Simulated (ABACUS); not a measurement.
Wanted: the native input for an ABACUS 3.10.1 run.

- Task: single point
- Functional: PBE
- Potentials or basis: PseudoDojo NC SR 0.4.1 PBE standard
- Cutoff: 1225 eV
- Density cutoff: 4898 eV
- Basis: plane waves
- k mesh: 9 × 9 × 9
- Occupations: fermi-dirac, width 0.05 eV
- Spin: collinear spin, ferromagnetic start
- Starting moments: [3.0] μB
- Radial cutoff of the potentials (pseudo_rcut): 7 bohr
- SCF threshold on the density: 1e-08
- Max SCF steps: 100
- Eigensolver: dav
- Mixing: broyden
- Mixing share: 0.4
- Symmetry key: 1

Crystal: Fe.

```xyz
1
Lattice="-1.4430 1.4430 1.4430 1.4430 -1.4430 1.4430 1.4430 1.4430 -1.4430" Properties=species:S:1:pos:R:3 pbc="T T T"
Fe    0.0000    0.0000    0.0000
```

These files were run (other wordings do the same):

INPUT

```
INPUT_PARAMETERS
suffix              Fe
calculation         scf
basis_type          pw
pseudo_dir          ./
symmetry            1
dft_functional      pbe
ecutwfc             90
pseudo_rcut         7
nspin               2
nbands              14
ks_solver           dav
smearing_method     fd
smearing_sigma      0.00367493
scf_thr             1e-08
scf_nmax            100
mixing_type         broyden
mixing_beta         0.4
cal_force           1
cal_stress          1
kpar                4
```

STRU

```
ATOMIC_SPECIES
Fe 55.8450 Fe.upf

LATTICE_CONSTANT
1.8897261246

LATTICE_VECTORS
-1.4430000000 1.4430000000 1.4430000000
1.4430000000 -1.4430000000 1.4430000000
1.4430000000 1.4430000000 -1.4430000000

ATOMIC_POSITIONS
Cartesian

Fe
0.0
1
0.0000000000 0.0000000000 0.0000000000 1 1 1 mag 3
```

KPT

```
K_POINTS
0
Gamma
9 9 9 0 0 0
```

Potentials or basis: PseudoDojo NC SR 0.4.1 PBE standard, plane waves.

The run is started by

```bash
$ OMP_NUM_THREADS=1 mpirun -np 4 abacus > log
```

Results of the run:

| Property | Result |
| --- | --- |
| Pressure | -3.8 GPa |
| Band gap on the k mesh | none (metal or under the smearing width) |
| Net moment | 2.52 μB per cell |
| Absolute moment | 2.68 μB per cell |

It took 15 s on 4 MPI ranks on Intel(R) Xeon(R) Platinum 8259CL CPU @ 2.50GHz (Skylake/Cascade Lake), on a shared host, peak memory 0.28 GiB a rank.
